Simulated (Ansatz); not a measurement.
This script drives Ansatz's Python interface.

`na.py`:
```python
"""Enthalpies of two structures of Na under pressure."""

import logging
import sys

import ansatz
import numpy as np

logging.basicConfig(stream=sys.stdout, format="%(levelname)s %(message)s")
logger = logging.getLogger("ansatz_job")
logger.setLevel(logging.INFO)

SETTINGS = {
    "kspacing": 0.16,
    "smearing": "cold",
    "width_ev": 0.05,
}


def hcp(A, a):
    return (
        ansatz.Lattice.from_parameters(a, a, 1.633 * a, alpha=90, beta=90, gamma=120)
        .space_group(194)
        .atom(A, (1 / 3, 2 / 3, 0.25))
    )


def fcc(A, a):
    return (
        ansatz.Lattice.fcc(a)
        .space_group(225)
        .atom(A, (0, 0, 0))
        .primitive()
    )


def ground_state(name, crystal, pressure=0.0):
    calc = (
        crystal.calculation()
        .basis(21 * ansatz.Ha)
        .functional(ansatz.Functional.PBESOL)
        .kpoints(spacing=SETTINGS["kspacing"])
        .occupations(SETTINGS["smearing"], width=SETTINGS["width_ev"])
    )
    calc = calc.relax(force_tolerance=0.01, max_steps=30, cell=True, pressure=pressure)
    return calc.run()


def volume_per_atom(outcome):
    return abs(np.linalg.det(outcome.lattice.cell_ang)) / len(outcome.lattice.sites)

phases = {}
phases["hcp"] = hcp("Na", 3.81)
phases["fcc"] = fcc("Na", 5.39)

# H = E + PV, with 1 eV per cubic angstrom equal to 160.2 GPa
pressures = [0, 10, 20, 30]
enthalpy, volume = {name: [] for name in phases}, {name: [] for name in phases}
for p in pressures:
    for name, crystal in phases.items():
        o = ground_state(name, crystal, pressure=p)
        volume[name].append(volume_per_atom(o))
        enthalpy[name].append(o.report["energy_sigma0_ev"] / len(o.lattice.sites) + p * volume[name][-1] / 160.21766)
gap = np.array(enthalpy["fcc"]) - np.array(enthalpy["hcp"])
rows = [(p, va, vb, 1000 * d) for p, va, vb, d in zip(pressures, volume["hcp"], volume["fcc"], gap)]
logger.info("   P (GPa)  V hcp (A^3/atom)  V fcc (A^3/atom)  H(fcc) - H(hcp) (meV/atom)")
for row in rows:
    logger.info(f"{row[0]:10d}  {row[1]:16.3f}  {row[2]:16.3f}  {row[3]:+26.1f}")
crossings = [p0 - g0 * (p1 - p0) / (g1 - g0) for p0, p1, g0, g1 in zip(pressures, pressures[1:], gap, gap[1:]) if g0 * g1 < 0]
print("crossing near", [round(float(p), 1) for p in crossings], "GPa") if crossings else print("no crossing in this range")
```

It is started by `python na.py`. How long does it take on 1 thread of Arm Neoverse V1 (shared host), and how much memory does it need?

It took about 3.3 min, with a peak of 0.52 GiB, for 8 runs of the engine.

```console
$ python na.py
INFO    P (GPa)  V hcp (A^3/atom)  V fcc (A^3/atom)  H(fcc) - H(hcp) (meV/atom)
INFO          0            36.417            36.352                        +3.3
INFO         10            21.999            22.007                        +3.9
INFO         20            18.122            18.117                        +4.2
INFO         30            15.984            15.986                        +4.5
no crossing in this range
```

Notes:
- At a fixed pressure a relaxation lowers the enthalpy F + PV, while F alone can rise.
- These metals are very soft, so angles and axial ratios aren't settled by this mesh and stress tolerance.
- Only these two structures are compared, at zero temperature and with their symmetry kept; either may be hypothetical, and another phase may be lower than both. Differences under 10 to 15 meV an atom lie within the error of mesh and functional.
- The cells are prototypes set up for this calculation and needn't exist.
